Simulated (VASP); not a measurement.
# ZnS in VASP: one cell, several levels of theory, part 2 of 2

VASP 6.6.1, plane waves, PAW. Earlier steps stand in the parts before.

### Step 3. Single point with r2SCAN

File INCAR:

```
ENCUT = 520.000000
SIGMA = 0.010000
EDIFF = 1.00e-07
ALGO = Normal
METAGGA = R2SCAN
PREC = Accurate
IBRION = -1
ISIF = 2
ISMEAR = 0
NBANDS = 16
NELM = 120
NSW = 0
LASPH = .TRUE.
LCHARG = .FALSE.
LWAVE = .FALSE.
LREAL = .FALSE.
```

File KPOINTS:

```
KPOINTS created by Atomic Simulation Environment
0
Gamma
8 8 8
0 0 0
```

File KPOINTS_OPT:

```
special points
6
Reciprocal
0.0000000000 0.0000000000 0.0000000000 1
-0.5000000000 -0.5000000000 0.0000000000 1
-0.3750000000 -0.3750000000 0.2500000000 1
-0.3750000000 0.0000000000 0.3750000000 1
0.0000000000 0.0000000000 0.5000000000 1
-0.5000000000 -0.2500000000 0.2500000000 1
```

File POSCAR:

```
Zn S
 1.0000000000000000
     0.1194525264000000    2.7057749247000000    2.7057749247000000
     2.7057749247000000    0.1194525264000000    2.7057749247000000
     2.7057749247000000    2.7057749247000000    0.1194525264000000
 Zn  S
   1   1
Cartesian
  0.0237799178023345  0.0237799178023345  0.0237799178023345
  1.3589706761476661  1.3589706761476661  1.3589706761476661
```

Launch:

```
$ mpirun -np 1 vasp_std
```

Standard output, without the iteration lines:

```text
POSCAR found type information on POSCAR ZnS
 POSCAR found :  2 types and       2 ions
 -----------------------------------------------------------------------------
|                                                                             |
|                                                                             |
|     You enforced a specific xc type in the INCAR file but a different       |
|     I HOPE YOU KNOW WHAT YOU ARE DOING!                                     |
|                                                                             |
 -----------------------------------------------------------------------------

 LDA part: xc-table for (None), standard interpolation
 POSCAR, INCAR and KPOINTS ok, starting setup
 FFT: planning ... GRIDC
 FFT: planning ... GRID_SOFT
 FFT: planning ... GRID
 WAVECAR not read
 entering main loop
 Start KPOINTS_OPT (optional k-point list driver)
k-point batch [1-6\6]
```

OSZICAR:

```text
N       E                     dE             d eps       ncg     rms          rms(c)
DAV:   1     0.780391740505E+02    0.78039E+02   -0.91175E+03  2088   0.141E+03
DAV:   2    -0.160650503064E+02   -0.94104E+02   -0.87790E+02  2448   0.272E+02
DAV:   3    -0.218010705414E+02   -0.57360E+01   -0.57162E+01  2584   0.658E+01
DAV:   4    -0.218569961867E+02   -0.55926E-01   -0.55916E-01  2592   0.678E+00
DAV:   5    -0.218575562073E+02   -0.56002E-03   -0.56001E-03  2584   0.640E-01    0.802E+00
DAV:   6    -0.188186228538E+02    0.30389E+01   -0.14816E+00  2248   0.385E+01    0.697E+00
DAV:   7    -0.187837144974E+02    0.34908E-01   -0.44469E-01  2616   0.112E+01    0.398E+00
DAV:   8    -0.187976183419E+02   -0.13904E-01   -0.34987E-02  2640   0.180E+00    0.119E+00
DAV:   9    -0.187983328165E+02   -0.71447E-03   -0.38027E-03  2640   0.145E+00    0.135E-01
DAV:  10    -0.187984341787E+02   -0.10136E-03   -0.97379E-04  2480   0.334E-01    0.769E-02
DAV:  11    -0.187984561676E+02   -0.21989E-04   -0.21946E-04  2696   0.429E-01    0.685E-02
DAV:  12    -0.187984714285E+02   -0.15261E-04   -0.11645E-04  2608   0.279E-01    0.146E-02
DAV:  13    -0.187984710421E+02    0.38635E-06   -0.64286E-06  2608   0.290E-02    0.100E-02
DAV:  14    -0.187984705220E+02    0.52008E-06   -0.63718E-07  2304   0.814E-03    0.178E-03
DAV:  15    -0.187984712529E+02   -0.73090E-06   -0.16700E-08  1352   0.168E-03    0.780E-04
DAV:  16    -0.187984713175E+02   -0.64538E-07   -0.70489E-09  1088   0.293E-03
   1 F= -.18798471E+02 E0= -.18798471E+02  d E =-.365858E-88
       N       E                     dE             ncg
DAV:   1     0.226863965687E+04   -0.33173E+04      200
DAV:   2     0.175205698456E+04   -0.51658E+03      224
DAV:   3     0.172163906655E+04   -0.30418E+02      248
DAV:   4     0.172138663910E+04   -0.25243E+00      232
DAV:   5     0.172138411810E+04   -0.25210E-02      248
DAV:   6     0.172138407725E+04   -0.40855E-04      224
DAV:   7     0.172138407643E+04   -0.81889E-06      264
DAV:   8     0.172138407641E+04   -0.16189E-07      192
```

From OUTCAR:

```text
k-points           NKPTS =     65   k-points in BZ     NKDIM =     65   number of bands    NBANDS=     16

   NELECT =      18.0000    total number of electrons

   dimension x,y,z NGX =    28 NGY =   28 NGZ =   28
   dimension x,y,z NGXF=    56 NGYF=   56 NGZF=   56

  energy-cutoff  :      520.00
  volume of cell :       37.00
      direct lattice vectors                 reciprocal lattice vectors
     0.119452526  2.705774925  2.705774925    -0.197499914  0.189149484  0.189149484
     2.705774925  0.119452526  2.705774925     0.189149484 -0.197499914  0.189149484
     2.705774925  2.705774925  0.119452526     0.189149484  0.189149484 -0.197499914

 k-points in reciprocal lattice and weights: KPOINTS created by Atomic Simulation Env
   0.00000000  0.00000000  0.00000000       0.002
   0.12500000 -0.00000000 -0.00000000       0.012
   0.25000000 -0.00000000 -0.00000000       0.012
   0.37500000  0.00000000  0.00000000       0.012
   0.50000000 -0.00000000 -0.00000000       0.006
   0.12500000  0.12500000  0.00000000       0.012
   0.25000000  0.12500000 -0.00000000       0.023
   0.37500000  0.12500000  0.00000000       0.023
[... 57 more k-points ...]

 E-fermi :   2.7505

 k-point     1 :       0.0000    0.0000    0.0000
  band No.  band energies     occupation
      1     -11.6872      2.00000
      2      -4.3597      2.00000
      3      -4.2892      2.00000
      4      -4.2892      2.00000
      5      -3.6921      2.00000
      6      -3.6921      2.00000
      7       2.1435      2.00000
      8       2.6116      2.00000
      9       2.6116      2.00000
     10       5.2977      0.00000
     11       8.8666      0.00000
     12       9.6599      0.00000
     13       9.6599      0.00000
     14      14.8559      0.00000
     15      14.8559      0.00000
     16      15.4288      0.00000

 k-point     2 :       0.1250   -0.0000   -0.0000
  band No.  band energies     occupation
      1     -11.5477      2.00000
      2      -4.3407      2.00000
      3      -4.2831      2.00000
      4      -4.2671      2.00000
      5      -3.6967      2.00000
      6      -3.6921      2.00000
      7       1.4122      2.00000
      8       2.0493      2.00000
      9       2.4378      2.00000
     10       6.0125      0.00000
     11       9.2586      0.00000
     12       9.5028      0.00000
     13       9.9085      0.00000
     14      14.0352      0.00000
     15      14.2968      0.00000
     16      16.1715      0.00000

 k-point     3 :       0.2500   -0.0000   -0.0000
  band No.  band energies     occupation
      1     -11.1807      2.00000
      2      -4.2984      2.00000
      3      -4.2221      2.00000
      4      -4.2205      2.00000
      5      -3.6987      2.00000
      6      -3.6820      2.00000
      7      -0.4437      2.00000
      8       1.6616      2.00000
      9       2.0623      2.00000
     10       6.4553      0.00000
     11       9.5811      0.00000
     12      10.1346      0.00000
     13      10.3733      0.00000
     14      13.6359      0.00000
     15      14.3479      0.00000
     16      15.3697      0.00000

 k-point     4 :       0.3750    0.0000    0.0000
  band No.  band energies     occupation
      1     -10.7586      2.00000
      2      -4.2135      2.00000
      3      -4.1869      2.00000
      4      -4.0313      2.00000
      5      -3.6787      2.00000
      6      -3.6536      2.00000
      7      -2.1525      2.00000
      8       1.3364      2.00000
      9       1.7298      2.00000
     10       6.2943      0.00000
     11       9.6921      0.00000
     12       9.9228      0.00000
     13      11.5429      0.00000
     14      14.6104      0.00000
     15      15.2945      0.00000
     16      15.8538      0.00000

 k-point     5 :       0.5000   -0.0000   -0.0000
  band No.  band energies     occupation
      1     -10.5622      2.00000
      2      -4.1877      2.00000
      3      -4.1774      2.00000
      4      -3.7124      2.00000
      5      -3.6357      2.00000
      6      -3.4488      2.00000
      7      -3.2725      2.00000
      8       1.2108      2.00000
      9       1.6011      2.00000
     10       6.1866      0.00000
     11       9.6050      0.00000
     12       9.7754      0.00000
     13      12.0565      0.00000
     14      15.6365      0.00000
     15      15.8865      0.00000
     16      17.3858      0.00000

 k-point     6 :       0.1250    0.1250    0.0000
  band No.  band energies     occupation
      1     -11.5082      2.00000
      2      -4.3560      2.00000
      3      -4.2715      2.00000
      4      -4.2462      2.00000
      5      -3.7123      2.00000
      6      -3.6786      2.00000
      7       1.3261      2.00000
      8       1.9006      2.00000
      9       2.1752      2.00000
     10       6.4327      0.00000
     11       8.6237      0.00000
     12       9.9044      0.00000
     13      10.3165      0.00000
     14      13.0587      0.00000
     15      15.0666      0.00000
     16      16.8061      0.00000

 k-point     7 :       0.2500    0.1250   -0.0000
  band No.  band energies     occupation
      1     -11.2219      2.00000
      2      -4.3447      2.00000
      3      -4.2167      2.00000
      4      -4.1940      2.00000
      5      -3.7222      2.00000
      6      -3.6666      2.00000
      7       0.0742      2.00000
      8       1.3370      2.00000
      9       1.7968      2.00000
     10       7.0332      0.00000
     11       8.7679      0.00000
     12      10.4200      0.00000
     13      10.5965      0.00000
     14      12.8104      0.00000
     15      14.9735      0.00000
     16      17.1034      0.00000

 k-point     8 :       0.3750    0.1250    0.0000
  band No.  band energies     occupation
      1     -10.8129      2.00000
      2      -4.2532      2.00000
      3      -4.1633      2.00000
      4      -4.0892      2.00000
      5      -3.6999      2.00000
      6      -3.6473      2.00000
      7      -1.5562      2.00000
      8       0.9738      2.00000
      9       1.3249      2.00000
     10       6.9737      0.00000
     11       9.3150      0.00000
     12      10.5442      0.00000
     13      10.9785      0.00000
     14      14.0253      0.00000
     15      15.7668      0.00000
     16      16.5077      0.00000

[... the tables of k-points 9 to 65 left out ...]

  Total        1.1258758      1.1258758      1.1258758     -0.5594126     -0.5594126     -0.5594126
  in kB       48.7564304     48.7564304     48.7564304    -24.2255518    -24.2255518    -24.2255518
  external PRESSURE =      48.7564304 kB  Pullay stress =       0.0000000 kB

 POSITION                                       TOTAL-FORCE (eV/Angst)
 -----------------------------------------------------------------------------------
      0.02378      0.02378      0.02378         0.002416      0.002416      0.002416
      1.35897      1.35897      1.35897        -0.002416     -0.002416     -0.002416
 -----------------------------------------------------------------------------------
    total drift:                                0.001611      0.001611      0.001611

  FREE ENERGIE OF THE ION-ELECTRON SYSTEM (eV)
  ---------------------------------------------------
  free  energy   TOTEN  =       -18.7984713175 eV

  energy  without entropy=      -18.7984713175  energy(sigma->0) =      -18.79847132
```

Hardware: 1 MPI rank of Intel Xeon Platinum 8488C, shared host.

The levels at the points of KPOINTS_OPT are read from vasprun.xml.

Near the gap, in eV above the top of the last filled band v; c is the band after it:

| point | v−1 | v | c | c+1 |
| --- | --- | --- | --- | --- |
| Γ | 0.00 | 0.00 | 2.69 | 6.25 |
| X | -2.90 | -2.40 | 3.25 | 4.48 |
| U | -3.75 | -1.96 | 4.63 | 6.00 |
| K | -3.53 | -2.40 | 3.92 | 6.84 |
| L | -1.40 | -1.01 | 3.58 | 6.99 |
| W | -3.36 | -3.09 | 5.71 | 6.76 |

Gap with r2SCAN: 2.69 eV, direct (Γ). The pressure is 4.88 GPa; the forces vanish within 0.01 eV/Å.

### Step 4. What came out

What follows sums up all 2 parts.

```
 level  gap (eV)  pressure (GPa)  Ansatz: gap (eV)  Ansatz: pressure (GPa)
   PBE      2.13            7.29              2.12                    7.09
r2SCAN      2.69            4.88              2.67                    4.82
```

The gap spans 2.13 eV (PBE) to 2.69 eV (r2SCAN). At this one volume the pressure spans 4.9 GPa (r2SCAN) to 7.3 GPa (PBE): PBE wants the largest cell and r2SCAN the smallest. The two programs agree on the gap within 0.02 eV, far less than the spread between functionals. Datasets and cutoffs are each program's own.
